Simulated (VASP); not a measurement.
Something may be wrong with this VASP 6.6.1 calculation of Yb.

File INCAR:

```
PREC     = Accurate       # precision mode
ENCUT    = 520            # plane-wave cutoff, eV
EDIFF    = 1E-7           # SCF threshold, eV
ISMEAR   = 0              # smearing method
SIGMA    = 0.01           # smearing width, eV
LREAL    = False          # projectors in reciprocal space
LASPH    = True           # aspherical terms in the spheres
NELM     = 63             # most SCF steps
ALGO     = Normal         # electronic algorithm
ISIF     = 2              # what is computed and relaxed
LWAVE    = False          # write WAVECAR
LCHARG   = False          # write CHGCAR
ISPIN    = 2              # spin polarisation
MAGMOM   = 1              # initial moments
LORBIT   = 11             # projections on sites
LMAXMIX  = 6              # l up to which the mixer works
METAGGA  = R2SCAN         # meta-GGA
LHFCALC  = True           # exact exchange
AEXX     = 0.1            # exact-exchange fraction
LMIXTAU  = True         
PRECFOCK = Fast         
LUSE_VDW = True         
IVDW_NL  = 2            
BPARAM   = 11.95        
CPARAM   = 0.0093       
NUPDOWN  = 40             # fixed moment
```

KPOINTS

```
Automatic mesh
0
Gamma
  5 5 5
```

POSCAR

```
Yb
1.0
   -2.1514830000      2.1514830000      2.1514830000
    2.1514830000     -2.1514830000      2.1514830000
    2.1514830000      2.1514830000     -2.1514830000
Yb
1
Direct
    0.0000000000      0.0000000000      0.0000000000
```

Potentials or basis: VASP PAW PBE potentials, release 64 (Yb_2), 4f in core.

Run with:

```sh
$ cat potpaw_PBE.64/Yb_2/POTCAR > POTCAR
$ mpirun -np 1 vasp_std > vasp.out
```

OUTCAR:

```text
PREC = Accurate
   ENCUT = 520
   EDIFF = 1E-7
   ISMEAR = 0
   LREAL = False
   LASPH = True
   NELM = 63
   ISIF = 2
   ISPIN = 2
   LORBIT = 11
   METAGGA = R2SCAN
   LHFCALC = True
   AEXX = 0.1
   PRECFOCK = Fast
   IVDW_NL = 2
   BPARAM = 11.95
   NUPDOWN = 40

 ion  position               nearest neighbor table
   1  0.000  0.000  0.000-

  LATTYP: Found a body centered cubic cell.
 ALAT       =     4.3029660000

  Lattice vectors:

 A1 = (  -2.1514830000,   2.1514830000,   2.1514830000)
 A2 = (   2.1514830000,  -2.1514830000,   2.1514830000)
[... 128 lines left out ...]
   NSW    =      0    number of steps for IOM
   IBRION =     -1    ionic relax: 0-MD 1-quasi-New 2-CG
   NFREE  =      0    steps in history (QN), initial steepest desc. (CG)
   ISIF   =      2    stress and relaxation
   ISYM   =      3    0-nonsym 1-usesym 2-fastsym
   POTIM  = 0.5000    time-step for ionic-motion
   TEBEG  =    0.0;   TEEND  =   0.0 temperature during run
   PSTRESS=    0.0 pullay stress
   NELECT =       8.0000    total number of electrons
   NUPDOWN=      40.0000    fix difference up-down
   EMIN   =  10.00;   EMAX   =-10.00  energy-range for DOS
   EFERMI =   0.00;   METHOD = LEGACY
   ISMEAR =     0;   SIGMA  =   0.01  broadening in eV -4-tet -1-fermi 0-gaus
   EFERMI_NEDOS =   21; number of points for ismear=-14 and -15
   IALGO  =     38    algorithm
   IMIX   =      1    mixing-type and parameters
     AMIX     =   0.40;   BMIX     =  1.00
     AMIX_MAG =   1.60;   BMIX_MAG =  1.00
  volume/ion in A,a.u.               =      39.84       268.83
  Fermi-wavevector in a.u.,A,eV,Ry     =   0.958695  1.811670 12.505049  0.919095
  Thomas-Fermi vector in A             =   2.087825
   LORBIT       =     11    0 simple, 1 ext, 2 COOP (PROOUT), +10 PAW based schemes
   METAGGA = R2SCAN    functional components
   LHFCALC =     T    Hartree Fock is set to
   PRECFOCK=fast      Normal, Fast or Accurate (Low or Medium for compatibility)
   ENCUT4O =  -1.0   cutoff for four orbital integrals eV
   NKREDX  =     1    reduce k-point grid by
   NKREDY  =     1    reduce k-point grid by
   NKREDZ  =     1    reduce k-point grid by
   AEXX    =    0.1000 exact exchange contribution
   HFSCREEN=    0.0000 screening length (either q_TF or 0.3 A-1)
   HFSCREENC=   0.0000 screening length for correlation (either q_TF or 0.3 A-1)
   ENCUTFOCK=  -1.0 apply spherical cutoff to Coloumb kernel
   IVDW_NL    =     2    kernel type
   BPARAM     =11.9500
   IVDW    =     0    specifies the selected vdW correction
   LEPSILON=     F    determine dielectric tensor
   LRPA    =     F    only Hartree local field effects (RPA)
 spin polarized calculation
 Gauss-broadening in eV      SIGMA  =   0.01
  energy-cutoff  :      520.00
  volume of cell :       39.84
 maximum number of plane-waves:      1084
  NGX = 16; NGY = 16; NGZ = 16
```

On the terminal:

```text
POSCAR found type information on POSCAR Yb
 POSCAR found :  1 types and       1 ions
 scaLAPACK will be used
[... 25 lines left out ...]
 FFT: planning ... GRID_SOFT
 FFT: planning ... GRID
 WAVECAR not read
 entering main loop
```

Q: How did it end, and where is the flaw?

A: The run was cut off at its time limit. The input holds a flaw that was put in on purpose: moment fixed beyond the electrons at hand (ISPIN = 2; NUPDOWN = 40).
